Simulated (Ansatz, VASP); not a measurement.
This is a calculation of Ti for Ansatz 0.2.0.

File input.yaml:

```yaml
crystal:
  lattice:
    - [2.95, 0.0, 0.0]
    - [-1.475, 2.5547749412, 0.0]
    - [0.0, 0.0, 4.68]
  atoms:
    - { symbol: Ti, position: [0.6666666667, 0.3333333333, 0.75] }
    - { symbol: Ti, position: [0.3333333333, 0.6666666667, 0.25] }
kpoints:
  mp_grid: { grid: [10, 10, 6] }
scf:
  occupations: { method: gaussian, width: 0.025 }
hamiltonian:
  xc: pbe
  pseudopotentials: { kind: all_electron, lapw: { basis_error: 0.001 } }
output:
  forces: true
  stress: true
  eigenvalues: true
```

Potentials or basis: all-electron LAPW, scalar-relativistic.

Launch:

```sh
$ ansatz run input.yaml --threads 1 --pin off --max-ram 3072MiB --backend cpu --events-out ev --progress --plain --runs-dir out
```

Question: Set up the same calculation for VASP 6.6.1. Potentials there: VASP PAW PBE potentials, release 64 (Ti_sv).

Answer: As run (the cutoff follows the program's own potentials):

Contents of INCAR:

```
ALGO = Normal
EDIFF = 1E-6
ENCUT = 520
GGA = PE
ISIF = 2
ISMEAR = 0
LASPH = True
LCHARG = False
LREAL = False
LWAVE = False
NBANDS = 19
NELM = 80
PREC = Accurate
SIGMA = 0.025
```

KPOINTS

```
k-points
0
Gamma
  10 10 6
```

The input POSCAR:

```
Ti
1.0
    2.9500000000      0.0000000000      0.0000000000
   -1.4750000000      2.5547749412      0.0000000000
    0.0000000000      0.0000000000      4.6800000000
Ti
2
Direct
    0.6666666667      0.3333333333      0.7500000000
    0.3333333333      0.6666666667      0.2500000000
```

Potentials or basis: VASP PAW PBE potentials, release 64 (Ti_sv).

Run with:

```sh
$ cat potpaw_PBE.64/Ti_sv/POTCAR > POTCAR
$ mpirun -np 1 vasp_std > vasp.out
```

Both were run:

|  | VASP | Ansatz | Ansatz less VASP |
| --- | --- | --- | --- |
| gap on the k mesh at the Fermi level (eV) | none | none | - |
| pressure (GPa) | -1.7 | -1.4 | +0.22 |
| largest component of the traceless stress (GPa) | 0.17 | 0.16 | -0.011 |

A gap of «none» marks a metal or a gap that the smearing closes. Ansatz ran all-electron here, so the differences hold the error of VASP's frozen core and of both bases.
